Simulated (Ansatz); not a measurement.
# simple cubic against fcc along the 5d metals

Theory: DFT, r2SCAN, plane waves (500 eV) with PAW, scalar-relativistic (Ansatz 0.2.0). (PAW data from PBE, frozen cores regenerated.)

Each structure is relaxed within its symmetry, in the lowest magnetic state of the tried starts. Differences under about 8 meV lie within the error of the k-point mesh. Some of these cells lie far above the measured volume under this functional.

```json
{"element": "Lu", "E(simple cubic) − E(fcc) (meV/atom)": "882", "V(simple cubic) (Å³/atom)": "32.00", "V(fcc) (Å³/atom)": "29.20", "state of simple cubic": "spin not included", "state of fcc": "spin not included"}
{"element": "Hf", "E(simple cubic) − E(fcc) (meV/atom)": "1122", "V(simple cubic) (Å³/atom)": "24.39", "V(fcc) (Å³/atom)": "22.46", "state of simple cubic": "spin not included", "state of fcc": "spin not included"}
{"element": "Ta", "E(simple cubic) − E(fcc) (meV/atom)": "961", "V(simple cubic) (Å³/atom)": "20.23", "V(fcc) (Å³/atom)": "18.62", "state of simple cubic": "spin not included", "state of fcc": "spin not included"}
{"element": "W", "E(simple cubic) − E(fcc) (meV/atom)": "989", "V(simple cubic) (Å³/atom)": "18.03", "V(fcc) (Å³/atom)": "16.22", "state of simple cubic": "spin not included", "state of fcc": "spin not included"}
{"element": "Re", "E(simple cubic) − E(fcc) (meV/atom)": "1369", "V(simple cubic) (Å³/atom)": "16.87", "V(fcc) (Å³/atom)": "14.75", "state of simple cubic": "spin not included", "state of fcc": "spin not included"}
{"element": "Os", "E(simple cubic) − E(fcc) (meV/atom)": "1464", "V(simple cubic) (Å³/atom)": "16.38", "V(fcc) (Å³/atom)": "14.08", "state of simple cubic": "spin not included", "state of fcc": "spin not included"}
{"element": "Ir", "E(simple cubic) − E(fcc) (meV/atom)": "1034", "V(simple cubic) (Å³/atom)": "16.64", "V(fcc) (Å³/atom)": "14.21", "state of simple cubic": "non-magnetic", "state of fcc": "non-magnetic"}
{"element": "Pt", "E(simple cubic) − E(fcc) (meV/atom)": "434", "V(simple cubic) (Å³/atom)": "17.66", "V(fcc) (Å³/atom)": "15.30", "state of simple cubic": "spin not included", "state of fcc": "spin not included"}
{"element": "Au", "E(simple cubic) − E(fcc) (meV/atom)": "184", "V(simple cubic) (Å³/atom)": "20.12", "V(fcc) (Å³/atom)": "17.52", "state of simple cubic": "spin not included", "state of fcc": "spin not included"}
{"element": "Hg", "E(simple cubic) − E(fcc) (meV/atom)": "-13", "V(simple cubic) (Å³/atom)": "27.24", "V(fcc) (Å³/atom)": "26.75", "state of simple cubic": "spin not included", "state of fcc": "spin not included"}
```
